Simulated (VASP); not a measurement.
Runs of VASP 6.6.1 on TaC. Symmetry: Fm-3m, No. 225, cubic system. Conventional cell: a = 4.468 Å, b = 4.468 Å, c = 4.468 Å, α = 90.00°, β = 90.00°, γ = 90.00°. Ta (site symmetry m-3m) is surrounded by 6 C at 2.23 Å. C (site symmetry m-3m) has 6 Ta at 2.23 Å as nearest neighbours. The cell is a database's computed one.

```tsv
task	level	potentials or basis	cell	k mesh	cutoff (eV)	mesh quality	gap on the mesh (eV)	pressure (GPa)	relaxed volume (Å³/atom)
relaxation of cell and atoms	PBE+D3(BJ)	VASP PAW PBE potentials, release 64 (Ta_pv, C)	relaxed	16 × 16 × 16	600	not flagged	none	0.0	11.00
relaxation of cell and atoms	LDA	VASP PAW LDA potentials, release 64 (Ta_pv, C)	relaxed	16 × 16 × 16	600	not flagged	none	0.0	10.80
relaxation of cell and atoms	PBEsol	VASP PAW PBE potentials, release 64 (Ta, C)	relaxed	16 × 16 × 16	580	not flagged	none	0.0	10.95
relaxation of cell and atoms	PBE	VASP PAW PBE potentials, release 64 (Ta_pv, C)	relaxed	16 × 16 × 16	600	not flagged	none	0.0	(a)
relaxation of cell and atoms	PBEsol	VASP PAW PBE potentials, release 64 (Ta_pv, C)	relaxed	16 × 16 × 16	600	not flagged	none	0.0	10.96
single point	PBEsol	VASP PAW PBE potentials, release 64 (Ta_pv, C)	as given	16 × 16 × 16	520	not flagged	none	-5.5	-
relaxation of cell and atoms	PBEsol	VASP PAW PBE potentials, release 64 (Ta_pv, C)	relaxed	6 × 6 × 6	600	coarse	none	0.0	10.95
relaxation of cell and atoms	RPBE	VASP PAW PBE potentials, release 64 (Ta_pv, C)	relaxed	16 × 16 × 16	600	not flagged	none	0.0	(b)
relaxation of cell and atoms	PBEsol	VASP PAW PBE potentials, release 64 (Ta_pv, C_s)	relaxed	16 × 16 × 16	480	not flagged	none	0.0	10.96
```

Alike in all rows: no spin polarisation; smearing gaussian 0.1 eV.

Estimate the missing entries.

(a) 11.22; (b) 11.37.

Caveats: some runs use coarse meshes; the PAW data sets were made with another functional, which shifts forces and pressure a little (some runs); pairwise dispersion overbinds metals, which lowers pressure and volume (some runs).

A k mesh can miss the band edges, and the runs leave out spin-orbit coupling on Ta.

A gap of «none» marks a metal or a gap under the smearing width.

The runs don't all hold the same shells in valence.
